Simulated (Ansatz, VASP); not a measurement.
## CdS (Hawleyite) in VASP and in Ansatz

The input INCAR:

```
PREC     = Accurate       # precision mode
ENCUT    = 520            # plane-wave cutoff, eV
EDIFF    = 1E-7           # SCF threshold, eV
ISMEAR   = 0              # smearing method
SIGMA    = 0.01           # smearing width, eV
LREAL    = False          # projectors in reciprocal space
LASPH    = True           # aspherical terms in the spheres
NELM     = 80             # most SCF steps
ALGO     = Normal         # electronic algorithm
ISIF     = 2              # what is computed and relaxed
LWAVE    = False          # write WAVECAR
LCHARG   = False          # write CHGCAR
GGA      = PE             # functional
NBANDS   = 16             # bands
```

File KPOINTS:

```
regular mesh
0
Gamma
  4 4 4
```

POSCAR

```
CdS
1.0
   -0.0855900000      2.8337100000      2.9526500000
    2.8421600000     -0.0357600000      2.9028100000
    2.8603000000      2.8020200000     -0.0539000000
Cd S
1 1
Direct
    0.0044100000      0.0085800000      0.9974700000
    0.2407388911      0.2524674003      0.2456549127
```

Input for Ansatz:

```yaml
crystal:
  lattice:
    - [-0.08559, 2.83371, 2.95265]
    - [2.84216, -0.03576, 2.90281]
    - [2.8603, 2.80202, -0.0539]
  atoms:
    - { symbol: Cd, position: [0.00441, 0.00858, 0.99747] }
    - { symbol: S, position: [0.24073889105284424, 0.25246740025319125, 0.24565491272999437] }
basis:
  ecutwfc: 540.0
  xc_grid: 2
kpoints:
  mp_grid:
    grid: [4, 4, 4]
hamiltonian:
  xc: pbe
scf:
  convergence:
    dr2_threshold: 1.0e-09
  occupations:
    method: fixed
output:
  forces: true
  stress: true
```

Alike in both runs: task single point; functional PBE; k mesh 4 × 4 × 4; no spin polarisation.

```csv
,VASP,Ansatz
version,VASP 6.6.1,Ansatz 0.2.0
potentials or method,"VASP PAW PBE potentials, release 64 (Cd, S)","plane waves, PAW"
plane-wave cutoff (eV),520,540
occupations,"gaussian, width 0.01 eV",fixed
valence electrons in the cell,18,26
```

|  | VASP | Ansatz | Ansatz less VASP |
| --- | --- | --- | --- |
| pressure (GPa) | 5.7 | 5.3 | -0.42 |
| largest component of the traceless stress (GPa) | 3.53 | 3.44 | -0.090 |
| rms of the force components (eV/Å) | 0.520 | 0.505 | -0.0150 |

Atom by atom the forces differ by 0.015 eV/Å (rms over components). The two sets of potentials don't hold the same shells in valence. Ansatz warned: «stress_scf_threshold_loose».

Caveats: the k mesh is coarse (spacing up to 0.47 Å⁻¹), so the values aren't converged.
